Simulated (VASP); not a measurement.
SiC:

```
Si C
1.0
     3.07569    0.00000    0.00000
    -1.53785    2.66363    0.00000
     0.00000    0.00000   10.07065
Si C
4 4
Direct
  0.00000 0.00000 0.18789
  0.00000 0.00000 0.68789
  0.33333 0.66667 0.43784
  0.66667 0.33333 0.93784
  0.00000 0.00000 0.00046
  0.00000 0.00000 0.50046
  0.33333 0.66667 0.24980
  0.66667 0.33333 0.74980
```

The cell is a database's computed one.

```yaml
Program: VASP 6.6.1
Task: relaxation of cell and atoms
Functional: BLYP
Dispersion: D3
Potentials_or_basis: VASP PAW PBE potentials, release 64 (Si, C)
Cutoff: 600 eV
k_mesh: 10 × 10 × 3
Occupations: fermi-dirac, width 0.05 eV
Spin: no spin polarisation
```

At the start: pressure 5.4 GPa; volume 10.31 Å³/atom.

Task: How do energy, volume and symmetry change on relaxing?

Result: Over 3 steps the energy falls by 4.3 meV/atom and the volume is 10.58 Å³/atom (+2.5 %); space group P6_3mc (No. 186, to 0.05 Å).

Step by step:
```
step  energy change (eV)  largest force (eV/Å)  pressure (GPa)  volume (Å³)
   1              0.0000                0.0259            5.39        82.50
   2             -0.0021                0.0163           -4.81        86.72
   3             -0.0345                0.0091           -0.02        84.61
```

Final structure:
```
Si C
1.0
     3.10187    0.00000    0.00000
    -1.55094    2.68630    0.00000
     0.00000    0.00000   10.15381
Si C
4 4
Direct
  0.00000 0.00000 0.18793
  0.00000 0.00000 0.68793
  0.33333 0.66667 0.43786
  0.66667 0.33333 0.93786
  0.00000 0.00000 0.00040
  0.00000 0.00000 0.50040
  0.33333 0.66667 0.24982
  0.66667 0.33333 0.74982
```

Caveat: the PAW data sets were made with another functional, which shifts forces and pressure a little.
